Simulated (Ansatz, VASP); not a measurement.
## MgSe: VASP beside Ansatz

```
Mg Se
1.0
     0.00000    2.79632    2.79632
     2.79632    0.00000    2.79632
     2.79632    2.79632    0.00000
Mg Se
1 1
Direct
  0.00000 0.00000 0.00000
  0.50000 0.50000 0.50000
```

Alike in both runs: task relaxation of cell and atoms; functional PBEsol; k mesh 8 × 8 × 8; occupations fermi-dirac, width 0.02 eV; no spin polarisation.

|  | VASP | Ansatz |
| --- | --- | --- |
| version | VASP 6.6.1 | Ansatz 0.2.0 |
| potentials or method | VASP PAW PBE potentials, release 64 (Mg, Se), cutoff 600 eV | all-electron LAPW, scalar-relativistic |

|  | VASP | Ansatz | Ansatz less VASP |
| --- | --- | --- | --- |
| relaxed volume (Å³/atom) | 20.21 | 20.23 | +0.021 |
| relaxed cell length with the largest relative difference (Å) | 3.852 | 3.854 | +0.0013 |
| energy change over the relaxation (meV/atom) | -24 | -23 | +0.6 |

Ansatz ran all-electron here, so the differences hold the error of VASP's frozen core and of both bases.

Caveats: the PAW data sets were made with another functional, which shifts forces and pressure a little (VASP). A k mesh can miss the band edges.
